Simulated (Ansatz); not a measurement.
Here is an unrelaxed guess for Zn.

```cif
data_structure
_symmetry_space_group_name_H-M 'P4/mmm'
_symmetry_Int_Tables_number 123
_cell_length_a 2.4568
_cell_length_b 2.4568
_cell_length_c 2.7029
_cell_angle_alpha 90.000
_cell_angle_beta 90.000
_cell_angle_gamma 90.000
_cell_volume 16.31
loop_
_atom_site_label
_atom_site_type_symbol
_atom_site_symmetry_multiplicity
_atom_site_Wyckoff_symbol
_atom_site_fract_x
_atom_site_fract_y
_atom_site_fract_z
_atom_site_occupancy
Zn1 Zn 1 a 0.00000 0.00000 0.00000 1
```

Method: DFT PBE, scalar-relativistic, plane waves, PAW in Ansatz 0.2.0. Cutoff 420 eV; k points 8×8×6 on the computed 1-atom cell (Γ-centred); Gaussian smearing, width 0.10 eV; no spin polarisation.

Energies count from the standard state of Zn at the same level.

**Question.** How far from equilibrium is it?

**Answer.** The pressure is 7.8 GPa (the mean over three directions, positive in compression), the largest force is 0.00 eV/Å (symmetry fixes the atoms), and the energy is +0.27 eV/atom against the standard state. The shortest distance is 2.45 Å.

**Question.** How much does it gain on relaxing, and where does it end?

**Answer.** Relaxing gains under 0.1 eV/atom (the start's value is from the coarse mesh, so the gain is rough) in 12 ionic steps and ends at +0.23 eV/atom on the finer mesh. The symmetry goes from P4/mmm (No. 123) to Pm-3m (No. 221). The end has the simple cubic type. The volume per atom grows by 11.4 %, from 16.3 to 18.2 Å³. The shortest distance goes from 2.45 Å (Zn–Zn) to 2.63 Å (Zn–Zn). Conventional cell: a = 2.629 Å. Around Zn lie 6 Zn at 2.63 Å.

The last run used a 22×22×20 mesh (in the run's order of axes) for its 1-atom cell and Gaussian smearing of 0.10 eV. The end has P4/mmm (No. 123) at a tolerance of 0.01 Å; the cell shown is made exact in the group found at 0.05 Å. The relaxation can't lower the symmetry of the start. Symmetry constrained the relaxation, so the result can be a saddle point.
